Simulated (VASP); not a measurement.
VASP 6.6.1, PBE with spin–orbit coupling single-point calculation, GaAs (rocksalt)

INCAR

```
SIGMA = 0.02
ISIF = 2
MAGMOM = 0.0 0.0 0.0 0.0 0.0 0.0
LSORBIT = .TRUE.
PREC = Accurate
ISMEAR = -1
LASPH = .TRUE.
NSW = 0
GGA = PE
NELM = 120
ENCUT = 520
IBRION = -1
GGA_COMPAT = .FALSE.
LCHARG = .FALSE.
LREAL = .FALSE.
EDIFF = 1E-7
NBANDS = 29
LWAVE = .FALSE.
```

KPOINTS

```
KPOINTS created by Atomic Simulation Environment
0
Gamma
8 8 8
0 0 0
```

KPOINTS_OPT

```
special points
7
Reciprocal
0.0000000000 0.0000000000 0.0000000000 1
0.5000000000 0.0000000000 0.5000000000 1
0.5000000000 0.2500000000 0.7500000000 1
0.3750000000 0.3750000000 0.7500000000 1
0.5000000000 0.5000000000 0.5000000000 1
0.6250000000 0.2500000000 0.6250000000 1
0.1500000000 0.1500000000 0.3000000000 1
```

POSCAR

```
Ga As
 1.0000000000000000
    -0.0000000000000000    2.6645247141735449    2.6645247141735449
     2.6645247141735449   -0.0000000000000000    2.6645247141735449
     2.6645247141735449    2.6645247141735449   -0.0000000000000000
 Ga  As
   1   1
Cartesian
 -0.0000000000000000  0.0000000000000000  0.0000000000000000
  2.6645247141735449  2.6645247141735449  2.6645247141735449
```

VASP ran with the recommended PBE PAW datasets (18 valence electrons in the cell).

OSZICAR

```
N       E                     dE             d eps       ncg     rms          rms(c)
DAV:   1     0.124393387821E+03    0.12439E+03   -0.82999E+03  1871   0.185E+03
DAV:   2     0.803671551686E+01   -0.11636E+03   -0.11039E+03  1737   0.440E+02
DAV:   3    -0.723351319911E+01   -0.15270E+02   -0.14920E+02  2014   0.115E+02
DAV:   4    -0.771165273294E+01   -0.47814E+00   -0.47455E+00  2052   0.207E+01
DAV:   5    -0.771966807075E+01   -0.80153E-02   -0.80115E-02  1988   0.273E+00    0.233E+00
DAV:   6    -0.763982057090E+01    0.79847E-01   -0.14659E-01  2345   0.804E+00    0.132E+00
DAV:   7    -0.763930251396E+01    0.51806E-03   -0.28658E-02  2151   0.130E+00    0.566E-01
DAV:   8    -0.763990170791E+01   -0.59919E-03   -0.47058E-03  2064   0.105E+00    0.780E-02
DAV:   9    -0.763982673130E+01    0.74977E-04   -0.68265E-04  2028   0.543E-01    0.619E-02
DAV:  10    -0.763983286034E+01   -0.61290E-05   -0.49415E-05  1971   0.693E-02    0.243E-02
DAV:  11    -0.763983497676E+01   -0.21164E-05   -0.18944E-05  2266   0.751E-02    0.601E-03
DAV:  12    -0.763983585753E+01   -0.88077E-06   -0.27277E-06  1846   0.146E-02    0.174E-03
DAV:  13    -0.763983560633E+01    0.25120E-06   -0.30079E-07  1972   0.458E-03    0.525E-04
DAV:  14    -0.763983554156E+01    0.64771E-07   -0.41351E-08  1320   0.307E-03
   1 F= -.76398355E+01 E0= -.76389162E+01  d E =-.183873E-02  mag=     0.0000     0.0000     0.0000
       N       E                     dE             ncg
DAV:   1     0.385684610153E+03   -0.32009E+04      471
DAV:   2    -0.438808156045E+03   -0.82449E+03      414
DAV:   3    -0.547655569014E+03   -0.10885E+03      503
DAV:   4    -0.550706736038E+03   -0.30512E+01      461
DAV:   5    -0.550768004237E+03   -0.61268E-01      502
DAV:   6    -0.550770050620E+03   -0.20464E-02      594
DAV:   7    -0.550770071956E+03   -0.21336E-04      539
DAV:   8    -0.550770072168E+03   -0.21290E-06      562
DAV:   9    -0.550770072170E+03   -0.17453E-08      355
```

From OUTCAR

```
k-points           NKPTS =     29   k-points in BZ     NKDIM =     29   number of bands    NBANDS=     29

   NELECT =      18.0000    total number of electrons

   dimension x,y,z NGX =    28 NGY =   28 NGZ =   28
   dimension x,y,z NGXF=    56 NGYF=   56 NGZF=   56

  energy-cutoff  :      520.00
  volume of cell :       37.83
      direct lattice vectors                 reciprocal lattice vectors
     0.000000000  2.664524714  2.664524714    -0.187650727  0.187650727  0.187650727
     2.664524714  0.000000000  2.664524714     0.187650727 -0.187650727  0.187650727
     2.664524714  2.664524714  0.000000000     0.187650727  0.187650727 -0.187650727

 k-points in reciprocal lattice and weights: KPOINTS created by Atomic Simulation Env
   0.00000000  0.00000000  0.00000000       0.002
   0.12500000  0.00000000  0.00000000       0.016
   0.25000000  0.00000000  0.00000000       0.016
   0.37500000  0.00000000  0.00000000       0.016
   0.50000000  0.00000000  0.00000000       0.008
   0.12500000  0.12500000  0.00000000       0.012
   0.25000000  0.12500000  0.00000000       0.047
   0.37500000  0.12500000  0.00000000       0.047
   ...

 E-fermi :   5.5576

 k-point     1 :       0.0000    0.0000    0.0000
  band No.  band energies     occupation
      1      -9.4560      1.00000
      2      -9.4560      1.00000
      3      -9.4560      1.00000
      4      -9.4560      1.00000
      5      -9.0020      1.00000
      6      -9.0020      1.00000
      7      -9.0020      1.00000
      8      -9.0020      1.00000
      9      -8.9892      1.00000
     10      -8.9892      1.00000
     11      -7.7827      1.00000
     12      -7.7827      1.00000
     13       5.3756      0.99989
     14       5.3756      0.99989
     15       5.7288      0.00019
     16       5.7288      0.00019
     17       5.7288      0.00019
     18       5.7288      0.00019
     19       5.7641      0.00003
     20       5.7641      0.00003
     21      12.8994      0.00000
     22      12.8994      0.00000
     23      12.8994      0.00000
     24      12.8994      0.00000
     25      12.9319      0.00000
     26      12.9319      0.00000
     27      13.1318      0.00000
     28      13.1321      0.00000
     29      13.4781      0.00000

 k-point     2 :       0.1250    0.0000    0.0000
  band No.  band energies     occupation
      1      -9.4577      1.00000
      2      -9.4577      1.00000
      3      -9.4550      1.00000
      4      -9.4550      1.00000
      5      -9.0064      1.00000
      6      -9.0064      1.00000
      7      -9.0003      1.00000
      8      -9.0003      1.00000
      9      -8.9869      1.00000
     10      -8.9869      1.00000
     11      -7.5681      1.00000
     12      -7.5681      1.00000
     13       3.3098      1.00000
     14       3.3098      1.00000
     15       5.4813      0.97849
     16       5.4813      0.97849
     17       5.7116      0.00045
     18       5.7116      0.00045
     19       7.5380      0.00000
     20       7.5380      0.00000
     21      11.8401      0.00000
     22      11.8401      0.00000
     23      12.0474      0.00000
     24      12.0474      0.00000
     25      12.0958      0.00000
     26      12.0958      0.00000
     27      13.3298      0.00000
     28      13.3310      0.00000
     29      13.4835      0.00000

 k-point     3 :       0.2500    0.0000    0.0000
  band No.  band energies     occupation
      1      -9.4621      1.00000
      2      -9.4621      1.00000
      3      -9.4532      1.00000
      4      -9.4532      1.00000
      5      -9.0174      1.00000
      6      -9.0174      1.00000
      7      -8.9957      1.00000
      8      -8.9957      1.00000
      9      -8.9814      1.00000
     10      -8.9814      1.00000
     11      -6.9438      1.00000
     12      -6.9438      1.00000
     13       0.9041      1.00000
     14       0.9041      1.00000
     15       5.5034      0.93767
     16       5.5034      0.93767
     17       5.7227      0.00026
     18       5.7227      0.00026
     19       8.2906      0.00000
     20       8.2906      0.00000
     21      10.1949      0.00000
     22      10.1949      0.00000
     23      10.3443      0.00000
     24      10.3443      0.00000
     25      11.0852      0.00000
     26      11.0852      0.00000
     27      14.0221      0.00000
     28      14.0221      0.00000
     29      14.8321      0.00000

 k-point     4 :       0.3750    0.0000    0.0000
  band No.  band energies     occupation
      1      -9.4670      1.00000
      2      -9.4670      1.00000
      3      -9.4522      1.00000
      4      -9.4522      1.00000
      5      -9.0286      1.00000
      6      -9.0286      1.00000
      7      -8.9906      1.00000
      8      -8.9906      1.00000
      9      -8.9759      1.00000
     10      -8.9759      1.00000
     11      -6.0245      1.00000
     12      -6.0245      1.00000
     13      -1.1680      1.00000
     14      -1.1680      1.00000
     15       5.6167      0.04944
     16       5.6167      0.04944
     17       5.8299      0.00000
     18       5.8299      0.00000
     19       8.3349      0.00000
     20       8.3349      0.00000
     21       8.9732      0.00000
     22       8.9732      0.00000
     23       9.1003      0.00000
     24       9.1003      0.00000
     25      10.2962      0.00000
     26      10.2962      0.00000
     27      16.0458      0.00000
     28      16.0458      0.00000
     29      16.8993      0.00000

 k-point     5 :       0.5000    0.0000    0.0000
  band No.  band energies     occupation
      1      -9.4693      1.00000
      2      -9.4693      1.00000
      3      -9.4520      1.00000
      4      -9.4520      1.00000
      5      -9.0332      1.00000
      6      -9.0332      1.00000
      7      -8.9883      1.00000
      8      -8.9883      1.00000
      9      -8.9735      1.00000
     10      -8.9735      1.00000
     11      -5.4029      1.00000
     12      -5.4029      1.00000
     13      -2.1860      1.00000
     14      -2.1860      1.00000
     15       5.7060      0.00060
     16       5.7060      0.00060
     17       5.9193      0.00000
     18       5.9193      0.00000
     19       8.2941      0.00000
     20       8.2941      0.00000
     21       8.5124      0.00000
     22       8.5124      0.00000
     23       8.6169      0.00000
     24       8.6169      0.00000
     25       9.9938      0.00000
     26       9.9938      0.00000
     27      18.0270      0.00000
     28      18.0270      0.00000
     29      19.1086      0.00000

 k-point     6 :       0.1250    0.1250    0.0000
  band No.  band energies     occupation
      1      -9.4593      1.00000
      2      -9.4593      1.00000
      3      -9.4550      1.00000
      4      -9.4550      1.00000
      5      -9.0095      1.00000
      6      -9.0095      1.00000
      7      -9.0010      1.00000
      8      -9.0010      1.00000
      9      -8.9853      1.00000
     10      -8.9853      1.00000
     11      -7.4919      1.00000
     12      -7.4919      1.00000
     13       3.4591      1.00000
     14       3.4591      1.00000
     15       4.9486      1.00000
     16       4.9486      1.00000
     17       5.1635      1.00000
     18       5.1635      1.00000
     19       8.3086      0.00000
     20       8.3086      0.00000
     21      10.2880      0.00000
     22      10.2880      0.00000
     23      11.7126      0.00000
     24      11.7126      0.00000
     25      12.9989      0.00000
     26      12.9989      0.00000
     27      13.1709      0.00000
     28      13.1709      0.00000
     29      14.6067      0.00000

 k-point     7 :       0.2500    0.1250    0.0000
  band No.  band energies     occupation
      1      -9.4652      1.00000
      2      -9.4652      1.00000
      3      -9.4541      1.00000
      4      -9.4541      1.00000
      5      -9.0203      1.00000
      6      -9.0203      1.00000
      7      -9.0001      1.00000
      8      -9.0001      1.00000
      9      -8.9798      1.00000
     10      -8.9798      1.00000
     11      -6.9942      1.00000
     12      -6.9942      1.00000
     13       1.6831      1.00000
     14       1.6831      1.00000
     15       4.6789      1.00000
     16       4.6789      1.00000
     17       5.0664      1.00000
     18       5.0664      1.00000
     19       7.9183      0.00000
     20       7.9183      0.00000
     21      10.0649      0.00000
     22      10.0649      0.00000
     23      11.5419      0.00000
     24      11.5419      0.00000
     25      12.2881      0.00000
     26      12.2881      0.00000
     27      13.0146      0.00000
     28      13.0146      0.00000
     29      15.6049      0.00000

 ...

  Total        0.7152354      0.7152354      0.7152354      0.0000000      0.0000000      0.0000000
  in kB       30.2879810     30.2879810     30.2879810      0.0000000      0.0000000      0.0000000
  external PRESSURE =      30.2879810 kB  Pullay stress =       0.0000000 kB

 POSITION                                       TOTAL-FORCE (eV/Angst)
 -----------------------------------------------------------------------------------
      0.00000      0.00000      0.00000         0.000000      0.000000      0.000000
      2.66452      2.66452      2.66452        -0.000000     -0.000000     -0.000000
 -----------------------------------------------------------------------------------
    total drift:                               -0.000000      0.000000      0.000000

  FREE ENERGIE OF THE ION-ELECTRON SYSTEM (eV)
  ---------------------------------------------------
  free  energy   TOTEN  =        -7.6398355416 eV

  energy  without entropy=       -7.6379968114  energy(sigma->0) =       -7.63891618
```

```json
{
  "gap between bands v and c": "-3.16 eV (bands overlap: a metal)",
  "least direct gap": "0.04 eV"
}
```

Band v is the last that the valence electrons fill when counted band by band, and c is the next.
